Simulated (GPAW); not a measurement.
# Equation of state of MnS under LDA+U

Symmetry: Fm-3m, No. 225, cubic system. Conventional cell: a = 5.209 Å, b = 5.209 Å, c = 5.209 Å, α = 90.00°, β = 90.00°, γ = 90.00°. Mn (site symmetry m-3m) is surrounded by 6 S at 2.60 Å. S (site symmetry m-3m) has 6 Mn at 2.60 Å as nearest neighbours.

The cell was scaled at fixed shape and fractions and run with GPAW, the program's PAW data sets (release 1.2.1) made for this functional, cutoff 600 eV; LDA+U, k mesh 7 × 7 × 7 on the cell of 2 atoms, fermi-dirac occupations of 0.05 eV, collinear spin, ferromagnetic start, no spin-orbit coupling. Energies are those that the program minimises, any entropy of the smearing included. For a metal such a mesh isn't converged to the digits shown. The magnetic state is the one that the start led to, which needn't be the lowest.

```csv
V (Å³/atom),energy over the lowest row (meV/atom)
16.6074,21.011
16.9607,9.211
17.3141,?
17.6674,0.000
18.0208,1.643
18.3741,6.889
18.7275,15.392
```

Task: Fit the third-order Birch-Murnaghan form, give V0, B0 and B′, and predict the energy left open.

Result: With y = (V0/V)^(2/3), E = E0 + (9 V0 B0/16) [(y - 1)³ B′ + (y - 1)² (6 - 4y)]. Least squares through the rows shown give V0 = 17.6936 Å³/atom, E0 = -0.010 meV, B0 = 90.32 GPa (1 eV/Å³ = 160.218 GPa) and B′ = 4.30, with a largest miss of 0.002 meV. At V = 17.3141 the form with these constants gives 2.374 meV; the run gave 2.375 meV an atom.
